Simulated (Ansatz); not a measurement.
Relaxed sheet of PtSe$_{2}$:

```yaml
crystal:
  lattice:
    - [3.70687, 0.00000, 0.00000]
    - [-1.85343, 3.21024, 0.00000]
    - [0.00000, 0.00000, 31.12162]
  periodic: [true, true, false]
  atoms:
    - { symbol: Se, position: [0.66667, 0.33333, 0.45743] }
    - { symbol: Pt, position: [0.00000, 0.00000, 0.50000] }
    - { symbol: Se, position: [0.33333, 0.66667, 0.54257] }
```

All numbers below come from DFT PBE+D3(BJ), scalar-relativistic, plane waves, PAW (Ansatz 0.2.0). Plane waves to 420 eV, a k mesh through Γ of 12×12×1 on the computed 3-atom cell and Gaussian smearing (0.02 eV); no spin polarisation. The sheet is isolated along c (Coulomb cut-off).

Atoms relax at each strain; stress is positive in compression. Unstrained: gap 1.38 eV, thickness 2.649 Å.

Under strain along x (y held):

```
strain (%)  ΔE (meV/cell)  σxx (N/m)  σyy (N/m) gap thickness (Å)
        -2              ?          ?          ?        ?              ?
        +2           10.8      -1.44      -0.39  1.34 eV          2.608
        +5           66.1      -3.50      -0.87  1.22 eV          2.549
```

(1) Fill in the missing row.

Spin-orbit coupling is left out, which matters for the bands of heavy elements.

## Answers

(1) ΔE (meV/cell): 10.9, σxx (N/m): 1.47, σyy (N/m): 0.42, gap: 1.24 eV, thickness (Å): 2.692.